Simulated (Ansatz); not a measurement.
# C28N: the cost of one run

Method: DFT PBE, scalar-relativistic, plane waves, PAW, in Ansatz 0.2.0.

2 further runs of the same task are left out: 2 set aside as unsound or not needed.

### 1 Starting point

The structure is trigonal, space group R-3m (No. 166). Conventional cell: a = 2.467 Å, b = 2.467 Å, c = 25.727 Å, α = 90.00°, β = 90.00°, γ = 120.00°. Around C (site symmetry 3m) lie 3 C at 1.42 Å.

Structure file:

```
CELL_PARAMETERS angstrom
1.23326 0.71202 8.57567
-1.23326 0.71202 8.57567
0.00000 -1.42404 8.57567
ATOMIC_POSITIONS crystal
C 0.91756 0.91756 0.91756
C 0.25089 0.25089 0.25089
C 0.74911 0.74911 0.74911
C 0.08244 0.08244 0.08244
```

It goes back to an entry of the Materials Project, which need not be the stable form.

This cell was relaxed beforehand with the same method: volume 11.30 Å³/atom, gap on the mesh 0.07 eV.

### 2 The defect cell, relaxed

The supercell's rows are -3 1 2; -1 -2 3; -1 0 2 in vectors of the relaxed cell. Atom 29 is the N that will move.

File input.yaml:

```yaml
crystal:
  lattice:
    - [-4.9330325265, -4.2721314856, 0.0]
    - [1.2332581316, -6.4081972285, 0.0]
    - [-1.2332581316, -3.5601095714, 8.5756686354]
  atoms:
    - { symbol: C, position: [0.7967237231, 0.939580866, 0.7526859734] }
    - { symbol: C, position: [0.939580866, 0.5110094374, 0.7526859734] }
    - { symbol: C, position: [0.5110094374, 0.7967237231, 0.7526859734] }
    - { symbol: C, position: [0.6538665803, 0.3681522946, 0.7526859734] }
    - { symbol: C, position: [0.2252951517, 0.6538665803, 0.7526859734] }
    - { symbol: C, position: [0.3681522946, 0.2252951517, 0.7526859734] }
    - { symbol: C, position: [0.0824380089, 0.0824380089, 0.7526859734] }
    - { symbol: C, position: [0.4633937967, 0.6062509395, 0.7526757528] }
    - { symbol: C, position: [0.6062509395, 0.177679511, 0.7526757528] }
    - { symbol: C, position: [0.177679511, 0.4633937967, 0.7526757528] }
    - { symbol: C, position: [0.3205366538, 0.0348223681, 0.7526757528] }
    - { symbol: C, position: [0.8919652252, 0.3205366538, 0.7526757528] }
    - { symbol: C, position: [0.0348223681, 0.8919652252, 0.7526757528] }
    - { symbol: C, position: [0.7491080824, 0.7491080824, 0.7526757528] }
    - { symbol: C, position: [0.9651776319, 0.1080347748, 0.2473242472] }
    - { symbol: C, position: [0.1080347748, 0.6794633462, 0.2473242472] }
    - { symbol: C, position: [0.6794633462, 0.9651776319, 0.2473242472] }
    - { symbol: C, position: [0.822320489, 0.5366062033, 0.2473242472] }
    - { symbol: C, position: [0.3937490605, 0.822320489, 0.2473242472] }
    - { symbol: C, position: [0.5366062033, 0.3937490605, 0.2473242472] }
    - { symbol: C, position: [0.2508919176, 0.2508919176, 0.2473242472] }
    - { symbol: C, position: [0.6318477054, 0.7747048483, 0.2473140266] }
    - { symbol: C, position: [0.7747048483, 0.3461334197, 0.2473140266] }
    - { symbol: C, position: [0.3461334197, 0.6318477054, 0.2473140266] }
    - { symbol: C, position: [0.4889905626, 0.2032762769, 0.2473140266] }
    - { symbol: C, position: [0.060419134, 0.4889905626, 0.2473140266] }
    - { symbol: C, position: [0.2032762769, 0.060419134, 0.2473140266] }
    - { symbol: C, position: [0.9175619911, 0.9175619911, 0.2473140266] }
    - { symbol: "N", position: [0.5040045814, 0.494363097, 0.4959285308] }
basis:
  ecutwfc: 420
  xc_grid: 2
kpoints:
  mp_grid: { grid: [4, 4, 4], shift: [0.0, 0.0, 0.0] }
hamiltonian:
  xc: pbe
scf:
  occupations: { method: gaussian, width: 0.1 }
output:
  forces: true
  stress: false
  eigenvalues: true
  write_density: true
  write_potential: true
  elf: true
  volumetric_format: npy
relax:
  adjacent_minimum: "off"
  f_tol: 0.02
  max_steps: 60
```

Started as:

```
> ansatz run input.yaml --threads 4 --pin off --max-ram 10240MiB --backend cpu --events-out ev --progress --plain --runs-dir out
```

What time and memory should one allow on 4 threads of Intel Xeon at 2.50GHz (Skylake/Cascade Lake), shared host?

About 14 min, with a peak of 1.4 GiB.
